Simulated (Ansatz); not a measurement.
# GaN (F-43m): scan of the energy under strain in Python

What does a strain cost in GaN (F-43m)? The task is a scan of the energy under strain, for GaN (F-43m).

Computed with the Python package of Ansatz 0.2.0. Level of theory: DFT PBE, plane waves, PAW.

## 1. The system

Symmetry: F-43m, No. 216, cubic system. The conventional cell has a = 4.507 Å, b = 4.507 Å, c = 4.507 Å, α = 90.00°, β = 90.00°, γ = 90.00°. Around Ga (site symmetry -43m) lie 4 N at 1.95 Å. Around N (site symmetry -43m) lie 4 Ga at 1.95 Å.

The script holds or builds the structure itself.

## 2. The code

File run_strain.py:

```python
"""A uniaxial strain scan of GaN."""

import ansatz
import numpy as np

vectors0 = np.array([
    [0.0, 2.25350061, 2.25350061],
    [2.25350061, 0.0, 2.25350061],
    [2.25350061, 2.25350061, 0.0],
])
sites = [
    ("Ga", (0.0, 0.0, 0.0)),
    ("N", (0.75, 0.75, 0.75)),
]


def on_lattice(cell):
    crystal = ansatz.Crystal(lattice=ansatz.Lattice.of(cell))
    for symbol, position in sites:
        crystal = crystal.atom(symbol, position)
    return crystal

# clamped ions: the fractional positions stay as typed
values = np.linspace(-0.05, 0.05, 7)
energies = []
for d in values:
    strain = np.diag([0, 0, d])
    cell = vectors0 @ (np.eye(3) + strain)
    model = (
        on_lattice(cell).calculation()
        .functional(ansatz.Functional.PBE)
        .pseudopotentials("paw")
        .occupations("fermi_dirac", width=0.05)
        .basis(520)
        .kpoints(8, 8, 8)
    )
    report = model.run(threads=1).report
    energies.append(report["free_energy_ev"] / len(sites))
    print(f"d = {d:+.4f}  F = {energies[-1]:.5f} eV/atom")
energies = np.array(energies)

for value, e in zip(values, energies):
    print(f"strain {value:7.3f}   E - Emin = {1000 * (e - energies.min()):9.3f} meV/atom")
np.savetxt("strain.csv", np.column_stack([values, energies]), fmt="%.6f", delimiter=",", header="strain,energy_eV_per_atom")
curvature = 2 * np.polyfit(values, energies, 3)[1]
volume = abs(np.linalg.det(vectors0)) / len(sites)
print(f"d2E/dd2 over the volume: {curvature / volume * 160.21766:.1f} GPa")
```

## 3. The calls as engine input

The engine receives this input (first run):

```yaml
crystal:
  lattice:
    - [0.0, 2.25350061, 2.1408255795]
    - [2.25350061, 0.0, 2.1408255795]
    - [2.25350061, 2.25350061, 0.0]
  atoms:
    - { symbol: Ga, position: [0.0, 0.0, 0.0] }
    - { symbol: "N", position: [0.75, 0.75, 0.75] }
basis:
  ecutwfc: 520.0
kpoints:
  mp_grid:
    grid: [8, 8, 8]
hamiltonian:
  xc: pbe
  pseudopotentials:
    kind: paw
scf:
  occupations:
    method: fermi_dirac
    width: 0.05
```

## 4. Launch

Run with:

```bash
$ python run_strain.py
```

What it wrote:

```text
d = -0.0500  F = -2083.90938 eV/atom
d = -0.0333  F = -2083.92940 eV/atom
d = -0.0167  F = -2083.94369 eV/atom
d = +0.0000  F = -2083.95240 eV/atom
d = +0.0167  F = -2083.95566 eV/atom
d = +0.0333  F = -2083.95363 eV/atom
d = +0.0500  F = -2083.94647 eV/atom
strain  -0.050   E - Emin =    46.277 meV/atom
strain  -0.033   E - Emin =    26.254 meV/atom
strain  -0.017   E - Emin =    11.964 meV/atom
strain   0.000   E - Emin =     3.261 meV/atom
strain   0.017   E - Emin =     0.000 meV/atom
strain   0.033   E - Emin =     2.027 meV/atom
strain   0.050   E - Emin =     9.186 meV/atom
d2E/dd2 over the volume: 274.1 GPa
```

Wall time 11 s (1 thread of Arm Neoverse V2, shared host); peak memory 0.37 GiB.

It wrote strain.csv:

```csv
# strain,energy_eV_per_atom
-0.050000,-2083.909381
-0.033333,-2083.929404
-0.016667,-2083.943694
0.000000,-2083.952397
0.016667,-2083.955658
0.033333,-2083.953631
0.050000,-2083.946472
```

## 5. Inputs of later runs

The engine's inputs for some of the other runs:

Run 2, against run 1:

```diff
@@ -3,2 +3,2 @@
-    - [0.0, 2.25350061, 2.1408255795]
-    - [2.25350061, 0.0, 2.1408255795]
+    - [0.0, 2.25350061, 2.178383923]
+    - [2.25350061, 0.0, 2.178383923]
```

Run 6, against run 1:

```diff
@@ -3,2 +3,2 @@
-    - [0.0, 2.25350061, 2.1408255795]
-    - [2.25350061, 0.0, 2.1408255795]
+    - [0.0, 2.25350061, 2.3286172969999996]
+    - [2.25350061, 0.0, 2.3286172969999996]
```

Run 7, against run 1:

```diff
@@ -3,2 +3,2 @@
-    - [0.0, 2.25350061, 2.1408255795]
-    - [2.25350061, 0.0, 2.1408255795]
+    - [0.0, 2.25350061, 2.3661756405000003]
+    - [2.25350061, 0.0, 2.3661756405000003]
```

## 6. Run by run

One row for each of the 7 runs:

```tsv
run	strain	energy from run 5 (meV/atom)	SCF cycles	CPU time (s)
1	-0.050	46.28	6	1.5
2	-0.033	26.25	6	1.4
3	-0.017	11.96	6	1.5
4	0.000	3.26	6	0.74
5	0.017	0.00	6	1.4
6	0.033	2.03	6	1.5
7	0.050	9.19	6	1.6
```

## 7. Summary of results

```
                  quantity           value
curvature under the strain       274.1 GPa
             runs compared               7
           range of energy  46.28 meV/atom
      lowest point, strain           0.017
```

In words: Against the unstrained cell the energy per atom changes by +43.02 meV at one end of the scan and +5.93 meV at the other, and its second derivative over the volume is 274.1 GPa. Notes:
- The curvature belongs to this strain pattern and to the cell's stress; it equals a single elastic constant only for simple patterns.
- The structure comes from a database of computed cells and needn't be a stable or known phase.
- The ions keep their fractional positions (clamped ions).
